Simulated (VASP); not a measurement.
# Te (C2/m) in VASP: notebook

One crystal, Te, is run at these levels: PBE; tasks: single point.

All numbers are computed with VASP 6.6.1; they aren't measurements. Logs are shortened: lines on timing, memory, paths and dates and some standing lists are left out, and cuts for length are marked.

## Step 1: Starting point

Symmetry: C2/m, No. 12, monoclinic system. Conventional cell: a = 7.641 Å, b = 4.296 Å, c = 5.977 Å, α = 90.00°, β = 90.90°, γ = 90.00°. Te (site symmetry 2/m) has 6 Te at 3.09 to 3.31 Å as nearest neighbours. Around Te (site symmetry m) lie 6 Te at 3.03 to 3.47 Å.

This isn't the form of Te at room conditions, which is trigonal, of chains.

## Step 2: Single point, PBE

INCAR

```
ADDGRID = F
ALGO = Normal
EDIFF = 1E-6
ENCUT = 280
GGA = PE
ISIF = 2
ISMEAR = 0
LASPH = T
LCHARG = F
LREAL = F
LWAVE = F
NBANDS = 16
NELM = 100
PREC = Accurate
SIGMA = 0.05
```

KPOINTS

```
k-points
0
Gamma
  2 2 1
```

POSCAR

```
Te
1.0
    3.8202894285     -2.1482026000      0.0000000000
    3.8202894285      2.1482026000      0.0000000000
   -0.0942908673      0.0000000000      5.9760906531
Te
3
Direct
    0.0053760000      0.0030970000      0.0153300000
    0.3128830000      0.3144850000      0.3485460000
    0.7243610000      0.6723340000      0.6509690000
```

Potentials or basis: VASP PAW PBE potentials, release 64 (Te).

Command:

```sh
> cat potpaw_PBE.64/Te/POTCAR > POTCAR
> mpirun -np 1 vasp_std > vasp.out
```

OUTCAR:

```text
EDIFF = 1E-6
   ENCUT = 280
   GGA = PE
   ISIF = 2
   ISMEAR = 0
   LASPH = T
   LREAL = F
   NELM = 100
   PREC = Accurate

 Found      4 irreducible k-points:

 Following reciprocal coordinates:
            Coordinates               Weight
  0.000000  0.000000  0.000000      1.000000
  0.500000 -0.000000  0.000000      1.000000
 -0.000000  0.500000  0.000000      1.000000
  0.500000  0.500000  0.000000      1.000000
   k-points           NKPTS =      4   k-points in BZ     NKDIM =      4   number of bands    NBANDS=     16
   number of dos      NEDOS =    301   number of ions     NIONS =      3
   total plane-waves  NPLWV =  20736
   dimension x,y,z NGX =    24 NGY =   24 NGZ =   36
   dimension x,y,z NGXF=    48 NGYF=   48 NGZF=   72
   ions per type =               3
   NGX,Y,Z   is equivalent  to a cutoff of   9.10,  9.10, 10.01 a.u.
   NGXF,Y,Z  is equivalent  to a cutoff of  18.21, 18.21, 20.03 a.u.
 SYSTEM =  unknown system
   PREC   = accura    normal or accurate (medium, high low for compatibility)
   ISTART =      0    job   : 0-new  1-cont  2-samecut
   ICHARG =      2    charge: 1-file 2-atom 10-const
   ISPIN  =      1    spin polarized calculation?
   LNONCOLLINEAR =      F non collinear calculations
   LSORBIT =      F    spin-orbit coupling
   LASPH  =      T    aspherical Exc in radial PAW
   ENCUT  =  280.0 eV  20.58 Ry    4.54 a.u.   5.98  5.98  8.15*2*pi/ulx,y,z
   NELM   =    100;   NELMIN=  2; NELMDL= -5     # of ELM steps
   EDIFF  = 0.1E-05   stopping-criterion for ELM
   LREAL  =      F    real-space projection
   EDIFFG = 0.1E-04   stopping-criterion for IOM
   NSW    =      0    number of steps for IOM
   IBRION =     -1    ionic relax: 0-MD 1-quasi-New 2-CG
   NFREE  =      0    steps in history (QN), initial steepest desc. (CG)
   ISIF   =      2    stress and relaxation
   ISYM   =      2    0-nonsym 1-usesym 2-fastsym
   POTIM  = 0.5000    time-step for ionic-motion
   TEBEG  =    0.0;   TEEND  =   0.0 temperature during run
   PSTRESS=    0.0 pullay stress
   NELECT =      18.0000    total number of electrons
   NUPDOWN=      -1.0000    fix difference up-down
   EMIN   =  10.00;   EMAX   =-10.00  energy-range for DOS
   EFERMI =   0.00;   METHOD = LEGACY
   ISMEAR =     0;   SIGMA  =   0.05  broadening in eV -4-tet -1-fermi 0-gaus
   EFERMI_NEDOS =   21; number of points for ismear=-14 and -15
   IALGO  =     38    algorithm
   IMIX   =      4    mixing-type and parameters
     AMIX     =   0.40;   BMIX     =  1.00
     AMIX_MAG =   1.60;   BMIX_MAG =  1.00
  volume/ion in A,a.u.               =      32.70       220.64
  Fermi-wavevector in a.u.,A,eV,Ry     =   0.930307  1.758025 11.775440  0.865470
  Thomas-Fermi vector in A             =   2.056681
   LORBIT       =      0    0 simple, 1 ext, 2 COOP (PROOUT), +10 PAW based schemes
   GGA     = PE    functional components
   LHFCALC =     F    Hartree Fock is set to
   AEXX    =    0.0000 exact exchange contribution
   IVDW    =     0    specifies the selected vdW correction
   LEPSILON=     F    determine dielectric tensor
   LRPA    =     F    only Hartree local field effects (RPA)
 non-spin polarized calculation
 Gauss-broadening in eV      SIGMA  =   0.05
  energy-cutoff  :      280.00
  volume of cell :       98.09
 maximum number of plane-waves:      1050
 NGX is ok and might be reduce to    24
   NGX = 11   NGY = 11   NGZ = 17

 number of electron      17.9999995 magnetization

 Free energy of the ion-electron system (eV)
  ---------------------------------------------------
  ext. energy  EPLUGINS =         0.00000000
  ---------------------------------------------------
  free energy    TOTEN  =        -8.26779225 eV

  energy without entropy =       -8.26779225  energy(sigma->0) =       -8.26779225

 E-fermi :   6.3820     XC(G=0):  -9.2437

 val. band max:        6.1278863857   @ k =   0.5000   0.5000   0.0000
 cond. band min:       6.6355367915   @ k =   0.5000   0.5000   0.0000
 fundamental gap:      0.5076504058
 Fermi energy:         6.3820454996

 k-point     1 :       0.0000    0.0000    0.0000
  band No.  band energies     occupation
      1      -7.2815      2.00000
      2      -4.1453      2.00000
      3      -3.6703      2.00000
      4       3.4603      2.00000
      5       3.7153      2.00000
      6       4.3143      2.00000
[... 8 lines left out ...]
     15      12.5076      0.00000
     16      12.6588      0.00000

 k-point     2 :       0.5000   -0.0000    0.0000
  band No.  band energies     occupation
      1      -5.6327      2.00000
      2      -5.0767      2.00000
      3      -3.7337      2.00000
      4       1.6255      2.00000
      5       1.7933      2.00000
      6       2.4261      2.00000
[... 8 lines left out ...]
     15      15.0929      0.00000
     16      15.2623      0.00000

 k-point     3 :      -0.0000    0.5000    0.0000
  band No.  band energies     occupation
      1      -5.5883      2.00000
      2      -5.2094      2.00000
      3      -3.6063      2.00000
      4       1.6115      2.00000
      5       1.8850      2.00000
      6       2.3991      2.00000
[... 8 lines left out ...]
     15      14.7996      0.00000
     16      15.2927      0.00000

 k-point     4 :       0.5000    0.5000    0.0000
  band No.  band energies     occupation
      1      -6.0513      2.00000
      2      -4.7797      2.00000
      3      -3.5847      2.00000
      4       1.5466      2.00000
      5       2.1889      2.00000
      6       2.4096      2.00000
[... 8 lines left out ...]
     15      15.2255      0.00000
     16      15.5203      0.00000

------------------------ aborting loop because EDIFF is reached ----------------------------------------

  FORCE on cell =-STRESS in cart. coord.  units (eV):
  Direction    XX          YY          ZZ          XY          YZ          ZX
  --------------------------------------------------------------------------------------
  -------------------------------------------------------------------------------------
  Total        2.9974889      4.0288137     -2.2062319     -0.2472907     -0.4720728     -1.0318465
  in kB       48.9609102     65.8065454    -36.0365376     -4.0392403     -7.7108257    -16.8541563
  external PRESSURE =      26.2436393 kB  Pullay stress =       0.0000000 kB

 VOLUME and BASIS-vectors are now :
 -----------------------------------------------------------------------------
  energy-cutoff  :      280.00
  volume of cell :       98.09
      direct lattice vectors                 reciprocal lattice vectors
     3.820289429 -2.148202600  0.000000000     0.130880136 -0.232752721  0.002065029
     3.820289429  2.148202600  0.000000000     0.130880136  0.232752721  0.002065029
    -0.094290867  0.000000000  5.976090653     0.000000000  0.000000000  0.167333472

 POSITION                                       TOTAL-FORCE (eV/Angst)
 -----------------------------------------------------------------------------------
      0.03092     -0.00490      0.09161         0.351707     -0.072676      0.556871
      2.36386      0.00344      2.08294        -1.593480      0.921918      0.326800
      5.27440     -0.11176      3.89025         1.241773     -0.849243     -0.883671
 -----------------------------------------------------------------------------------
    total drift:                                0.000041      0.000121      0.000061

  FREE ENERGIE OF THE ION-ELECTRON SYSTEM (eV)
  ---------------------------------------------------
  free  energy   TOTEN  =        -8.2677922542 eV

  energy  without entropy=       -8.2677922542  energy(sigma->0) =       -8.26779225
```

Wall time 4.9 s (1 thread of AMD EPYC 7R13 (Zen 3), shared host); peak memory 0.11 GiB.

These settings aren't checked as converged: the numbers below hold their error.

What came out:

* Free energy: -8.2678 eV
* Pressure: 2.6 GPa
* Largest force: 1.870 eV/Å
* Band gap on the k mesh: 0.51 eV, direct

Caveat: the k mesh is coarse (spacing up to 1.05 Å⁻¹), so the values aren't converged; spin-orbit coupling is left out, which moves the levels of the heavy elements; an odd mesh through Γ misses points on the zone boundary, where band edges often lie.

## Step 3: Single point, PBE

Edit INCAR of step 2 so:

```diff
@@ -3,3 +3,3 @@
 EDIFF = 1E-6
-ENCUT = 280
+ENCUT = 340
 GGA = PE
```

KPOINTS is that of step 2.

POSCAR

```
Te
1.0
    3.8202894285     -2.1482026000      0.0000000000
    3.8202894285      2.1482026000      0.0000000000
   -0.0942908673      0.0000000000      5.9760906531
Te
3
Direct
    0.0000000000      0.0000000000      0.0000000000
    0.3094466100      0.3094466100      0.3388094900
    0.6905533900      0.6905533900      0.6611905100
```

Potentials or basis: VASP PAW PBE potentials, release 64 (Te).

Command:

```sh
> cat potpaw_PBE.64/Te/POTCAR > POTCAR
> mpirun -np 1 vasp_std > vasp.out
```

Wall time 5.7 s (1 thread of AMD EPYC 7R13 (Zen 3), shared host); peak memory 0.12 GiB.

These settings aren't checked as converged: the numbers below hold their error.

What came out:

- Free energy: -8.0135 eV
- Pressure: 2.7 GPa
- Largest force: 1.762 eV/Å
- Band gap on the k mesh: 0.06 eV, direct

Caveat: the k mesh is coarse (spacing up to 1.05 Å⁻¹), so the values aren't converged; spin-orbit coupling is left out, which moves the levels of the heavy elements; an odd mesh through Γ misses points on the zone boundary, where band edges often lie; forces of over 1 eV/Å show positions far from the minimum, so gaps and moduli don't describe the material at rest.

## Step 4: Single point, PBE

INCAR is that of step 3.

KPOINTS is that of step 3.

POSCAR

```
Te
1.0
    3.8202894285     -2.1482026000      0.0000000000
    3.8202894285      2.1482026000      0.0000000000
   -0.0942908673      0.0000000000      5.9760906531
Te
3
Direct
    0.0053760000      0.0030970000      0.0153300000
    0.3128830000      0.3144850000      0.3485460000
    0.7243610000      0.6723340000      0.6509690000
```

Potentials or basis: VASP PAW PBE potentials, release 64 (Te).

Command:

```sh
> cat potpaw_PBE.64/Te/POTCAR > POTCAR
> mpirun -np 1 vasp_std > vasp.out
```

OUTCAR:

```text
EDIFF = 1E-6
   ENCUT = 340
   GGA = PE
   ISIF = 2
   ISMEAR = 0
   LASPH = T
   LREAL = F
   NELM = 100
   PREC = Accurate

 Found      4 irreducible k-points:

 Following reciprocal coordinates:
            Coordinates               Weight
  0.000000  0.000000  0.000000      1.000000
  0.500000 -0.000000  0.000000      1.000000
 -0.000000  0.500000  0.000000      1.000000
[... 152 lines left out ...]
------------------------ aborting loop because EDIFF is reached ----------------------------------------

  FORCE on cell =-STRESS in cart. coord.  units (eV):
  Direction    XX          YY          ZZ          XY          YZ          ZX
  --------------------------------------------------------------------------------------
  -------------------------------------------------------------------------------------
  Total        2.9937120      4.0238784     -2.2120248     -0.2470843     -0.4724877     -1.0316706
  in kB       48.8992198     65.7259316    -36.1311588     -4.0358690     -7.7176020    -16.8512825
  external PRESSURE =      26.1646642 kB  Pullay stress =       0.0000000 kB

 VOLUME and BASIS-vectors are now :
 -----------------------------------------------------------------------------
  energy-cutoff  :      340.00
  volume of cell :       98.09
      direct lattice vectors                 reciprocal lattice vectors
     3.820289429 -2.148202600  0.000000000     0.130880136 -0.232752721  0.002065029
     3.820289429  2.148202600  0.000000000     0.130880136  0.232752721  0.002065029
    -0.094290867  0.000000000  5.976090653     0.000000000  0.000000000  0.167333472

 POSITION                                       TOTAL-FORCE (eV/Angst)
 -----------------------------------------------------------------------------------
      0.03092     -0.00490      0.09161         0.351416     -0.072609      0.556730
      2.36386      0.00344      2.08294        -1.593425      0.922315      0.327199
      5.27440     -0.11176      3.89025         1.242009     -0.849706     -0.883929
 -----------------------------------------------------------------------------------
    total drift:                                0.000051      0.000039      0.000016

  FREE ENERGIE OF THE ION-ELECTRON SYSTEM (eV)
  ---------------------------------------------------
  free  energy   TOTEN  =        -8.2680117852 eV

  energy  without entropy=       -8.2680117852  energy(sigma->0) =       -8.26801179
```

Run time: 6.1 s. Hardware: 1 thread of AMD EPYC 7R13 (Zen 3), shared host; peak memory 0.12 GiB.

The run converged, but some of its settings lie outside the range that counts as converged, so its numbers aren't taken as properties of the crystal.

What came out:

- Free energy: -8.2680 eV
- Pressure: 2.6 GPa
- Largest force: 1.870 eV/Å
- Band gap on the k mesh: 0.51 eV, direct

Caveat: the k mesh is coarse (spacing up to 1.05 Å⁻¹), so the values aren't converged; spin-orbit coupling is left out, which moves the levels of the heavy elements; an odd mesh through Γ misses points on the zone boundary, where band edges often lie.
